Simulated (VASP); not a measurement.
A run of VASP 6.6.1:

The input POSCAR:

```
VO2                                     
1.0
    4.5027959817     -0.0000000000      0.0000000000
    0.0000000000      4.5027959817      0.0000000000
    0.0000000000      0.0000000000      3.0400816398
  V               O             
     2     4
Direct
     0.0000000000000000    0.0000000000000000    0.0000000000000000
     0.5000000000000000    0.5000000000000000    0.5000000000000000
     0.2994201458896725    0.2994201458896725    0.0000000000000000
     0.2005798541103275    0.7994201458896725    0.5000000000000000
     0.7005798541103275    0.7005798541103275    0.0000000000000000
     0.7994201458896725    0.2005798541103275    0.5000000000000000
```

Contents of INCAR.step1:

```
PREC     = Accurate       # precision mode
ENCUT    = 520            # plane-wave cutoff, eV
EDIFF    = 1E-5           # SCF threshold, eV
ISMEAR   = 0              # smearing method
SIGMA    = 0.03           # smearing width, eV
LREAL    = False          # projectors in reciprocal space
LASPH    = True           # aspherical terms in the spheres
NELM     = 150            # most SCF steps
ALGO     = Normal         # electronic algorithm
ISIF     = 2              # what is computed and relaxed
LWAVE    = True           # write WAVECAR
LCHARG   = False          # write CHGCAR
ISPIN    = 2              # spin polarisation
MAGMOM   = 1 -1 0 0 0 0   # initial moments
LORBIT   = 11             # projections on sites
LMAXMIX  = 4              # l up to which the mixer works
NBANDS   = 38             # bands
AMIX     = 0.2          
BMIX     = 1E-4         
AMIX_MAG = 0.8          
BMIX_MAG = 1E-4         
KPAR     = 4            
GGA      = PE             # functional
```

File INCAR.step2:

```
PREC     = Accurate       # precision mode
ENCUT    = 520            # plane-wave cutoff, eV
EDIFF    = 1E-6           # SCF threshold, eV
ISMEAR   = 0              # smearing method
SIGMA    = 0.03           # smearing width, eV
LREAL    = False          # projectors in reciprocal space
LASPH    = True           # aspherical terms in the spheres
NELM     = 150            # most SCF steps
ALGO     = Normal         # electronic algorithm
ISIF     = 2              # what is computed and relaxed
LWAVE    = False          # write WAVECAR
LCHARG   = False          # write CHGCAR
ISPIN    = 2              # spin polarisation
MAGMOM   = 1 -1 0 0 0 0   # initial moments
LORBIT   = 11             # projections on sites
LMAXMIX  = 4              # l up to which the mixer works
GGA      = PE             # functional
LHFCALC  = True           # exact exchange
HFSCREEN = 0.2            # screening, 1/A
PRECFOCK = Fast         
NBANDS   = 38             # bands
AMIX     = 0.2          
BMIX     = 1E-4         
AMIX_MAG = 0.8          
BMIX_MAG = 1E-4         
KPAR     = 4            
ISTART   = 1
```

File KPOINTS:

```
regular mesh
0
Gamma
  4 4 6
```

KPOINTS_OPT

```
explicit points
6
Reciprocal
 0.0000000000  0.0000000000  0.0000000000 1
 0.5000000000  0.5000000000  0.5000000000 1
 0.5000000000  0.5000000000  0.0000000000 1
 0.0000000000  0.5000000000  0.5000000000 1
 0.0000000000  0.5000000000  0.0000000000 1
 0.0000000000  0.0000000000  0.5000000000 1
```

Potentials or basis: VASP PAW PBE potentials, release 64 (V_sv, O).

Run with:

```bash
$ cat potpaw_PBE.64/V_sv/POTCAR potpaw_PBE.64/O/POTCAR > POTCAR
$ cp INCAR.step1 INCAR
$ mpirun -np 4 vasp_std > vasp.out
$ cp INCAR.step2 INCAR
$ mpirun -np 4 vasp_std > vasp.out
```

Hardware: 4 MPI ranks on AMD EPYC 9R45 96-Core Processor (Zen 5) (shared host).

Q: How long does it take, and how much memory?

A: Wall time 73 min on 4 MPI ranks on AMD EPYC 9R45 96-Core Processor (Zen 5), with other jobs on the host, peak memory 0.5 GiB a rank. Counts: scf iterations 31, k points 24.
